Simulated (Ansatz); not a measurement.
BeTe in the zincblende structure, relaxed with r2SCAN in Ansatz. It is cubic, F-43m (No. 216); a = 5.657 Å in the conventional setting, 22.63 Å³ an atom. Around Be lie 4 Te at 2.45 Å; around Te lie 4 Be at 2.45 Å.

The axes x, y and z are those of this cell:
```yaml
crystal:
  lattice:
    - [0.00000, 2.82862, 2.82862]
    - [2.82862, 0.00000, 2.82862]
    - [2.82862, 2.82862, 0.00000]
  atoms:
    - { symbol: Be, position: [0.00000, 0.00000, 0.00000] }
    - { symbol: Te, position: [0.25000, 0.25000, 0.25000] }
```

Unstrained: The PBE gap is indirect, 2.020 eV (Γ to X), below the direct gap of 3.639 eV at Γ. r2SCAN gives an indirect gap of 2.375 eV, from Γ to X; the least direct gap is 4.040 eV at Γ. HSE06 gives an indirect gap of 2.695 eV, from Γ to X; the least direct gap is 4.482 eV at Γ. Meshes: PBE 8×8×8, r2SCAN 8×8×8, HSE06 6×6×6. Strains are changes of length per length. After each strain the atoms were relaxed again with r2SCAN within the symmetry that the strain leaves, so tilts or polar shifts that break it weren't tested; points keep the names that they have in the unstrained zone. No spin polarisation and no zero-point or thermal motion.

(1) Estimate what isotropic -1.56 % on every length does to the gap.

(2) One strain changed the r2SCAN stress by xx +5.11, yy +2.21, zz +2.21 GPa (compression positive) and the gap by -0.505 eV (PBE), -0.525 eV (r2SCAN), -0.530 eV (HSE06). Which kind of strain was it, and roughly how large?

Results:

(1) PBE: the gap goes from 2.020 to 1.904 eV (-0.116 eV). r2SCAN: the gap goes from 2.375 to 2.258 eV (-0.117 eV). The r2SCAN energy rises by 9.6 meV an atom.

(2) Uniaxial -4.77 % along x, other directions held. The pattern of the stress gives the kind; the size needs the stiffness, so it is an estimate.

Spin-orbit coupling is left out, which matters wherever the heavy atoms make up the band edges.

The meshes of the hybrids are coarse, so their gaps aren't converged to the digits shown.
